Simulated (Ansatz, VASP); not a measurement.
## One calculation of Ag, two programs

The input INCAR:

```
SYSTEM = Ag
ALGO = Normal
EDIFF = 1E-6
ENCUT = 520
GGA = PE
ISIF = 2
ISMEAR = 0
LASPH = .True.
LCHARG = .True.
LELF = .True.
LREAL = .False.
LVHAR = .True.
LWAVE = .False.
NBANDS = 12
NELM = 100
PREC = Accurate
SIGMA = 0.15
```

Contents of KPOINTS:

```
k-points
0
Gamma
  20 20 20
  0 0 0
```

File POSCAR:

```
Ag
1.0
    0.0000000000      2.0839620000      2.0431000000
    2.0431000000      0.0000000000      2.0431000000
    2.0431000000      2.0839620000      0.0000000000
Ag
1
Direct
    0.0000000000      0.0000000000      0.0000000000
```

Input for Ansatz:

```yaml
crystal:
  lattice:
    - [0.0, 2.083962, 2.0431]
    - [2.0431, 0.0, 2.0431]
    - [2.0431, 2.083962, 0.0]
  atoms:
    - { symbol: Ag, position: [0.0, 0.0, 0.0] }
basis:
  ecutwfc: 420
kpoints:
  mp_grid: { grid: [20, 20, 20] }
hamiltonian:
  xc: pbe
scf:
  occupations: { method: gaussian, width: 0.15 }
output:
  forces: true
  stress: true
  eigenvalues: true
```

Change from the starting cell: strain +0.0200 x Voigt [0, 1, 0, 0, 0, 0], atoms carried along.

Alike in both runs: task single point; functional PBE; k mesh 20 × 20 × 20; occupations gaussian, width 0.15 eV; no spin polarisation.

```csv
,VASP,Ansatz
version,VASP 6.6.1,Ansatz 0.2.0
potentials or method,"VASP PAW PBE potentials, release 64 (Ag)","scalar-relativistic, plane waves, PAW"
plane-wave cutoff (eV),520,420
valence electrons in the cell,11,19
```

```csv
,VASP,Ansatz,Ansatz less VASP
gap on the k mesh at the Fermi level (eV),none,none,-
pressure (GPa),2.3,2.5,+0.15
largest component of the traceless stress (GPa),0.54,0.54,+0.004
```

A gap of «none» marks a metal or a gap that the smearing closes. The functional is the same, so the differences come from potentials, cutoffs and numerics. The two sets of potentials don't hold the same shells in valence.
